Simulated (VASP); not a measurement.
# PbTe: molecular dynamics with a thermostat

PbTe, Pnma (no. 62), 8 atoms in the cell. PBE, molecular dynamics; PAW potentials Pb, Te (PBE set).

Ensemble: Nose-Hoover; Target temperature (K): 600.

## Input

INCAR:
```
SYSTEM = TePb
  GGA = PE
  PREC = Normal
  ENCUT = 200
  EDIFF = 1E-6
  NELMIN = 4
  NELM = 60
  ALGO = Normal
  LREAL = Auto
  LASPH = .True.
  ISMEAR = 0
  SIGMA = 0.05
  ISYM = 0
  LWAVE = .False.
  LCHARG = .False.
  IBRION = 0
  NSW = 60
  POTIM = 4.0
  TEBEG = 600
  ISIF = 2
  RANDOM_SEED = 815351 0 0
  MDALGO = 2
  SMASS = 0
  KPAR = 2
```

KPOINTS:
```
k-points
0
Monkhorst-Pack
  2 2 2
```

POSCAR:
```
TePb
1.0
    7.9717385000      0.0000000000      0.0000000000
    0.0000000000      4.5705828900      0.0000000000
    0.0000000000      0.0000000000      7.9149684600
Pb Te
4 4
Direct
    0.9984680700      0.2500000000      0.2512549200
    0.4984680700      0.2500000000      0.2487450800
    0.5015319300      0.7500000000      0.7512549200
    0.0015319300      0.7500000000      0.7487450800
    0.7510934300      0.2500000000      0.9166170000
    0.2510934300      0.2500000000      0.5833830000
    0.7489065700      0.7500000000      0.4166170000
    0.2489065700      0.7500000000      0.0833830000
```

Commands:
```
cat potpaw_PBE.64/Pb/POTCAR potpaw_PBE.64/Te/POTCAR > POTCAR
mpirun -np 2 vasp_std > vasp.out
```

## Result

- Mean temperature (K): 578
- Standard error of the mean temperature (K): 102
- Relative fluctuation of the kinetic energy: 0.468
- Canonical value of that fluctuation: 0.309
- Rise of the mean potential energy above the start (meV/atom): 74.8
- Electronic steps per ionic step after the first: 4.0

Course of the run:

| Time (fs) | Temperature (K) | Potential energy less the first (meV/atom) |
|---|---|---|
| 4 | 600 | 0.0 |
| 24 | 550 | 6.0 |
| 40 | 469 | 17.3 |
| 60 | 380 | 35.6 |
| 76 | 355 | 50.5 |
| 96 | 446 | 66.1 |
| 112 | 687 | 75.3 |
| 132 | 1139 | 85.4 |
| 148 | 1182 | 97.5 |
| 168 | 720 | 115.8 |
| 184 | 421 | 125.5 |
| 204 | 297 | 127.1 |
| 220 | 337 | 121.2 |
| 240 | 519 | 109.4 |

REPORT:
```
MDALGO =   2
               SCALING =       0
                 CNEXP =     9.000   14.000
           RANDOM_SEED =            815351                0                0

   original number of atomic DOF:         21
   number of independent constraints:      0
   number of active DOF:                  21

========================================
         MD step No.       1
========================================

  Atomic velocities initialized by STEP_tb

  >Energies
                    E_tot             E_pot             E_kin               EPS                ES
   e_b>   -0.29827382E+02   -0.30370199E+02    0.54281635E+00    0.00000000E+00    0.00000000E+00

  >Temperature
               T_sim     T_inst
   tmprt>    600.000    599.913

  >Thermostat:
           s(n+1) sdot(n+1)      s(n)   sdot(n)        Qs
   s_b>  -0.00000  -0.00000   0.00000   0.00000   0.21380

           RANDOM_SEED =            815351               48                0

[... steps left out ...]

========================================
         MD step No.      60
========================================

  >Energies
                    E_tot             E_pot             E_kin               EPS                ES
   e_b>   -0.29829029E+02   -0.29494631E+02    0.46939969E+00    0.29162218E-01   -0.83296016E+00

  >Temperature
               T_sim     T_inst
   tmprt>    600.000    518.774

  >Thermostat:
           s(n+1) sdot(n+1)      s(n)   sdot(n)        Qs
   s_b>  -0.79347  -0.02690  -0.76715  -0.02574   0.21380

           RANDOM_SEED =            815351               48                0
```

OSZICAR:
```
N       E                     dE             d eps       ncg     rms          rms(c)
DAV:   1     0.119004331115E+03    0.11900E+03   -0.80578E+03   200   0.579E+02
DAV:   2    -0.191789764831E+02   -0.13818E+03   -0.13610E+03   262   0.131E+02
DAV:   3    -0.305746433956E+02   -0.11396E+02   -0.11369E+02   232   0.425E+01
DAV:   4    -0.308711778474E+02   -0.29653E+00   -0.29628E+00   271   0.780E+00
DAV:   5    -0.308771783320E+02   -0.60005E-02   -0.59996E-02   248   0.110E+00    0.142E+01
DAV:   6    -0.303750984418E+02    0.50208E+00   -0.14372E+00   240   0.369E+00    0.852E+00
DAV:   7    -0.303807310864E+02   -0.56326E-02   -0.70370E-01   263   0.267E+00    0.291E+00
DAV:   8    -0.303712371472E+02    0.94939E-02   -0.78943E-02   224   0.104E+00    0.138E+00
DAV:   9    -0.303702301924E+02    0.10070E-02   -0.66891E-03   263   0.304E-01    0.636E-01
DAV:  10    -0.303701574199E+02    0.72773E-04   -0.24990E-03   264   0.165E-01    0.124E-01
DAV:  11    -0.303701746761E+02   -0.17256E-04   -0.13501E-04   206   0.504E-02    0.629E-02
DAV:  12    -0.303702002880E+02   -0.25612E-04   -0.29817E-05   208   0.273E-02    0.128E-01
[... left out ...]
     58 T=   430. E= -.29829133E+02 F= -.29454915E+02 E0= -.29454915E+02  EK= 0.38949E+00 SP= -.78E+00 SK= 0.19E-01
     59 T=   472. E= -.29829073E+02 F= -.29474758E+02 E0= -.29474758E+02  EK= 0.42738E+00 SP= -.81E+00 SK= 0.24E-01
[... last step whole ...]
       N       E                     dE             d eps       ncg     rms          rms(c)
DAV:   1    -0.294946302751E+02   -0.19872E-01   -0.10683E-02   142   0.110E+00    0.825E-03
DAV:   2    -0.294946310574E+02   -0.78228E-06   -0.16354E-05   236   0.153E-02    0.375E-03
DAV:   3    -0.294946310624E+02   -0.49743E-08   -0.25787E-07   136   0.261E-03    0.281E-03
DAV:   4    -0.294946310654E+02   -0.30636E-08   -0.75128E-08   103   0.125E-03
     60 T=   519. E= -.29829029E+02 F= -.29494631E+02 E0= -.29494631E+02  EK= 0.46940E+00 SP= -.83E+00 SK= 0.29E-01
```

Limits: 240 fs of 8 atoms are too short for converged averages; the cell is only 4.6 Å across, so each atom moves in step with near copies of itself.

VASP 6.6.1 took 139 s on 2 cores (AMD EPYC 7R13 (Zen 3)), a shared host.
